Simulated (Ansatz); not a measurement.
# CuAu: the cost of one run

Method: DFT PBE, scalar-relativistic, plane waves, PAW, in Ansatz 0.2.0.

The COD cell was measured well above room temperature, so it is larger than a cold one.

1 further run of the same task is left out (it didn't finish).

## Step 1: The system as given

Symmetry: Fm-3m, No. 225, cubic system. The conventional cell has a = 4.948 Å, b = 4.948 Å, c = 4.948 Å, α = 90.00°, β = 90.00°, γ = 90.00°. Cu (site symmetry m-3m) has 6 Au at 2.47 Å as nearest neighbours. Au (site symmetry m-3m) has 6 Cu at 2.47 Å as nearest neighbours.

As a file:

```
CELL_PARAMETERS angstrom
0.00000 2.47382 2.47382
2.47382 0.00000 2.47382
2.47382 2.47382 0.00000
ATOMIC_POSITIONS crystal
Cu 0.00000 0.00000 0.00000
Au 0.50000 0.50000 0.50000
```

This is candidate A: rock salt type (Fm-3m, No. 225).

(A quick probe on a coarse mesh, which set the mesh and smearing, is not shown.)

## Step 3: Rough relaxation on the coarse mesh (candidate A)

File input.yaml:

```yaml
crystal:
  lattice:
    - [0.0, 2.4738223371, 2.4738223371]
    - [2.4738223371, 0.0, 2.4738223371]
    - [2.4738223371, 2.4738223371, 0.0]
  atoms:
    - { symbol: Cu, position: [0.0, 0.0, 0.0] }
    - { symbol: Au, position: [0.5, 0.5, 0.5] }
basis:
  ecutwfc: 420
kpoints:
  mp_grid: { grid: [6, 6, 6] }
hamiltonian:
  xc: pbe
scf:
  occupations: { method: gaussian, width: 0.1 }
  lower_state_search: "off"
output:
  forces: true
  stress: true
  eigenvalues: true
relax:
  adjacent_minimum: "off"
  f_tol: 0.04
  max_steps: 70
  cell: { stress_tol: 0.4 }
```

On the command line:

```bash
ansatz run input.yaml --threads 1 --pin off --max-ram 2560MiB --backend cpu --events-out ev --progress --plain --runs-dir out
```

What time and memory should one allow on 1 thread of AMD EPYC 7B13 (Zen 3), shared host?

About 2.9 s, with a peak of 0.36 GiB.
